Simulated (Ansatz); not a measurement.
# Energy ranking of InGa5P6 structures

Level of theory: DFT PBE, scalar-relativistic, plane waves, PAW in Ansatz. Settings: cutoff 420 eV, Γ-centred meshes spaced at most about 0.3 Å⁻¹, and about 0.25 Å⁻¹ or finer for metals (2π included), Gaussian smearing. No spin polarisation.

Energies over the elements count from the elements' standard structures at the same level, with no fitted energy shifts. The references include black phosphorus.

All energies are static (0 K, no zero-point motion). The comparison covers the computed candidates alone. For metals, differences of a few meV/atom aren't resolved. Kohn–Sham gaps at this level usually fall short of measured ones. The reference form of P is held partly by dispersion forces, which this level lacks.

Invented guesses were relaxed alike, and ends that match in structure were merged. ΔE counts from the first row. Coordination counts P atoms around Ga and In (those within 1.25 times the shortest such distance or 1.15 times the sum of covalent radii, 1.27 where that leaves under three). The ends were matched against large subsets of the Crystallography Open Database and the Materials Project, so a missing match doesn't prove that a structure is unreported.

```csv
#,reached from,type and space group,atoms,Å³/atom,coordination,ΔE (meV/atom),gap on mesh (eV),in databases
1,In and Ga ordered on zinc blende sites,P-4m2 (No. 115),12,21.7,"In 4, Ga 4",0,1.24,no match
2,In and Ga ordered on rock salt sites,Pmmm (No. 47),12,17.9,"In 6, Ga 6",384,0.00,no match
3,In and Ga ordered on rock salt sites,P4/mmm (No. 123),12,17.9,"In 6, Ga 6",386,0.00,no match
```

The lowest: Space group P-4m2 (No. 115), tetragonal, a = 3.941 Å, c = 16.797 Å. In is surrounded by 4 P at 2.54 Å; around Ga on a site of symmetry 2mm lie 4 P at 2.39–2.40 Å; Ga on a second site of symmetry 2mm has 4 P at 2.40 Å; Ga on a site of symmetry -4m2 is surrounded by 4 P at 2.40 Å; around P on its first site lie 2 Ga at 2.39 Å and 2 In at 2.54 Å; 2 more sites not described. Its energy over the elements is −0.388 eV/atom. It lies below the elements, which doesn't yet make it stable against other compounds or structures. An observed structure of this formula, if there is one, may be missing.

Space group P-4m2 (No. 115). a = 3.941 Å, b = 3.941 Å, c = 16.797 Å, α = 90.00°, β = 90.00°, γ = 90.00°
```tsv
atom	site	symmetry	x	y	z
In	1c	-4m2	0.5000	0.5000	0.5000
Ga	2e	2mm.	0.0000	0.0000	0.6755
Ga	2f	2mm.	0.5000	0.5000	0.1622
Ga	1a	-4m2	0.0000	0.0000	0.0000
P	2g	2mm.	0.5000	0.0000	0.4048
P	2g	2mm.	0.0000	0.5000	0.2433
P	2g	2mm.	0.5000	0.0000	0.0811
```

The second: Space group Pmmm (No. 47), orthorhombic, a = 3.671 Å, b = 5.266 Å, c = 11.099 Å. In is surrounded by 6 P at 2.63–2.73 Å; Ga on a site of symmetry mm2 is surrounded by 6 P at 2.60–2.64 Å; Ga on a second site of symmetry mm2 has 6 P at 2.52–2.63 Å; around P on a site of symmetry mm2 lie 4 Ga at 2.52–2.64 Å and 2 In at 2.73 Å; 4 more sites not described. Counting P atoms around Ga and In, the first has In 4, Ga 4 and the second has In 6, Ga 6. Cells relaxed within their symmetry can be saddle points. Some candidate types were left out of the draw beforehand, so a known form may be missing.
